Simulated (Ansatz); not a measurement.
An input for Ansatz 0.2.0 (Se):

input.yaml

```yaml
crystal:
  lattice:
    - [4.3662, 0.0, 0.0]
    - [-2.1831, 3.781240118, 0.0]
    - [0.0, 0.0, 4.9536]
  atoms:
    - { symbol: Se, position: [0.7746, 0.7746, 0.0] }
    - { symbol: Se, position: [0.0, 0.2254, 0.6666666667] }
    - { symbol: Se, position: [0.2254, 0.0, 0.3333333333] }
  symmetry: { detect: false }
hamiltonian:
  xc: r2scan
  pseudopotentials: { kind: paw }
  dispersion: rvv10
kpoints:
  mp_grid: { grid: [7, 7, 6] }
scf:
  occupations: { method: fixed }
dielectric:
  method: response
```

Potentials or basis: Ansatz PAW.

Run with:

```bash
$ ansatz run input.yaml --threads 2 --pin off --max-ram 5120MiB --backend cpu --events-out ev --progress --plain --runs-dir out
```

Task: How does this run end?

Result: The run stopped without a result. It printed:

Output:

```text
Error: dielectric: with hamiltonian.dispersion: rvv10 without dielectric.method: finite_field — the rVV10 nonlocal-correlation f_xc (the second functional derivative of the nonlocal kernel) is not assembled; remove the dispersion and use an LDA functional, a GGA, a hybrid of one such as hse06 or pbe0 or, on an unpolarised deck, r2scan, r2scan0 or mr2scan (a hybrid and these three have refusals of their own beside dielectric:, each with its way out)
```
